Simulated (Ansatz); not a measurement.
# CdSe (CsCl type): a single-point run

Wanted: a converged single-point run for CdSe (CsCl type), and a check of what comes out. The structure is shown as the input types it.

Program: Ansatz 0.2.0. Level of theory: DFT, PBE, all-electron LAPW, scalar-relativistic. These are calculated values, not measurements.

### 1 Starting point

Symmetry: Pm-3m, No. 221, cubic system. Conventional cell: a = 2.311 Å, b = 2.311 Å, c = 2.311 Å, α = 90.00°, β = 90.00°, γ = 90.00°. Around Cd (site symmetry m-3m) lie 8 Se at 2.00 Å. Se (site symmetry m-3m) has 8 Cd at 2.00 Å as nearest neighbours.

As a file:

```
CELL_PARAMETERS angstrom
2.31088 0.00000 0.00000
0.00000 2.31088 0.00000
0.00000 0.00000 2.31088
ATOMIC_POSITIONS crystal
Cd 0.00000 0.00000 0.00000
Se 0.50000 0.50000 0.50000
```

### 2 The calculation

The input, input.yaml:

```yaml
crystal:
  lattice:
    - [2.31088086, 0.0, 0.0]
    - [0.0, 2.31088086, 0.0]
    - [0.0, 0.0, 2.31088086]
  atoms:
    - { symbol: Cd, position: [0.0, 0.0, 0.0] }
    - { symbol: Se, position: [0.5, 0.5, 0.5] }
kpoints:
  mp_grid: { grid: [12, 12, 12] }
scf:
  occupations: { method: fermi_dirac, width: 0.05 }
  max_iter: 100
hamiltonian:
  xc: pbe
  pseudopotentials: { kind: all_electron, lapw: { basis_error: 0.001 } }
output:
  forces: true
  stress: true
  eigenvalues: true
  populations: true
```

On the command line:

```sh
> ansatz run input.yaml --threads 1 --pin off --max-ram 2048MiB --backend cpu --events-out ev --progress --plain --runs-dir out
```

**Question.** How will this run end, and is anything wrong with its input?

The run converged and reported no error. It gives a pressure of 1602 GPa, which is large; a structure far from rest gives such values too, whatever the setting.

The structure was scaled down until the atoms press into each other. The shortest distance in the input is 2.00 Å, between atoms 1 (Cd) and 2 (Se).

What to do: restore the intended size.
